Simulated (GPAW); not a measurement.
Runs of GPAW 26.7.0 on Ni. Symmetry: Im-3m, No. 229, cubic system. Conventional cell: a = 2.767 Å, b = 2.767 Å, c = 2.767 Å, α = 90.00°, β = 90.00°, γ = 90.00°. Around Ni (site symmetry m-3m) lie 8 Ni at 2.40 Å. This isn't the form of Ni at room conditions, which is fcc.

```csv
task,level,potentials or basis,series job,eigensolver,gap on the mesh (eV),pressure (GPa),moment (μB)
hyperfine couplings,PBEsol,"PAW data sets generated in the run's folder for this functional, pw",-,-,none,0.1,(b)
hyperfine couplings,AM05,"PAW data sets generated in the run's folder for this functional, pw",-,-,none,-1.0,0.59
hyperfine couplings,BLYP,"PAW data sets generated in the run's folder for this functional, pw",-,davidson,none,18.4,0.54
hyperfine couplings,WC,"PAW data sets generated in the run's folder for this functional, pw",-,-,none,0.8,(a)
hyperfine couplings,LDA,"the program's PAW data sets (release 1.2.1) made for this functional, pw",-,-,none,-8.8,0.53
hyperfine couplings,revPBE,"the program's PAW data sets (release 1.2.1) made for this functional, pw",-,-,none,14.5,0.59
hyperfine couplings,RPBE,"the program's PAW data sets (release 1.2.1) made for this functional, pw",-,-,none,16.2,0.59
```

Alike in all rows: spin collinear, ferromagnetic start; cell as given; k mesh 13 × 13 × 13; cutoff (eV) 510; smearing fermi-dirac 0.05 eV.

Estimate the missing entries.

(a) 0.57; (b) 0.58.

Caveats: the cutoff is short for stress and forces, so pressures can be off by a GPa or more; the dipolar part lacks the spin inside other atoms' spheres; the stock nickel data set gives pressures a few GPa off other programs.

A gap of «none» marks a metal or a gap under the smearing width.

Runs at the PBE level aren't shown here.
